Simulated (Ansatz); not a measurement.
**W: a trigonal deformation path**

The task here is to estimate one member of a computed series from the others.

The COD cell was measured well above room temperature, so it is larger than a cold one.

Method: DFT PBE, scalar-relativistic, plane waves, PAW, in Ansatz 0.2.0.

## Starting point

It takes space group Im-3m (No. 229, cubic). The conventional cell has a = 3.195 Å, b = 3.195 Å, c = 3.195 Å, α = 90.00°, β = 90.00°, γ = 90.00°. W (site symmetry m-3m) is surrounded by 8 W at 2.77 Å.

Structure file:

```
CELL_PARAMETERS angstrom
-1.59730 1.59730 1.59730
1.59730 -1.59730 1.59730
1.59730 1.59730 -1.59730
ATOMIC_POSITIONS crystal
W 0.00000 0.00000 0.00000
```

The cell is taken as given, not relaxed at this level.

## Zero of energy

The reference gives a free energy of -10384.8252 eV, pressure -3.04 GPa, largest force 0.000 eV/Å and gap on the mesh none (metal). It was computed beforehand with the settings of the runs below.

Set-up of the first run:

At fixed volume and fractional coordinates, lengths along (0.577, 0.577, 0.577) are scaled against those across it; ρ is that ratio over its starting value.

input.yaml

```yaml
crystal:
  lattice:
    - [-2.3478838752, 1.6770599108, 1.6770599108]
    - [1.6770599108, -2.3478838752, 1.6770599108]
    - [1.6770599108, 1.6770599108, -2.3478838752]
  atoms:
    - { symbol: W, position: [0.0, 0.0, 0.0] }
basis:
  ecutwfc: 420
kpoints:
  mp_grid: { grid: [24, 24, 24] }
hamiltonian:
  xc: pbe
scf:
  occupations: { method: gaussian, width: 0.15 }
output:
  forces: true
  stress: true
  eigenvalues: true
```

Launch:

```
> ansatz run input.yaml --threads 1 --pin off --max-ram 2560MiB --backend cpu --events-out ev --progress --plain --runs-dir out
```

Among the steps run: At ρ = 0.500; At ρ = 2.000; Point ρ = 0.710; ρ = 1.410; Point ρ = 0.600; ρ = 0.850; ρ = 1.200; ρ = 1.700; At ρ = 0.930; Point ρ = 1.080.

One table of the session follows, with a row left open; its other results are not shown here.

Collected from the runs (energy zero: the undisturbed cell):

| ρ | ΔE (meV/atom) | pressure (GPa) |
| --- | --- | --- |
| 0.500 | 12116.9 | 260.8 |
| 0.600 | 4931.6 | 104.7 |
| 0.710 | 1800.9 | 36.2 |
| 0.850 | 325.2 | 4.2 |
| 0.930 | 55.9 | -1.7 |
| 1.000 | 0.0 | -3.0 |
| 1.080 | 50.1 | -1.8 |
| 1.200 | 251.7 | 3.3 |
| 1.410 | 787.8 | 15.0 |
| 1.700 | ? | ? |
| 2.000 | 1629.0 | 32.4 |

Estimate the missing values for ρ = 1.700.

Worked estimate for «ΔE (meV/atom)». A straight line through the neighbours (1.410, 787.8) and (2.000, 1629.0) gives 787.8 + (1629.0 − 787.8) × (1.700 − 1.410) / (2.000 − 1.410) = 1201.3; a parabola fitted to 3 rows on both sides gives 1323.8.

**Answer.** ΔE (meV/atom): 1403.4; pressure (GPa): 27.7. In «ΔE (meV/atom)» the line misses by -202.1 and the parabola by -79.6.
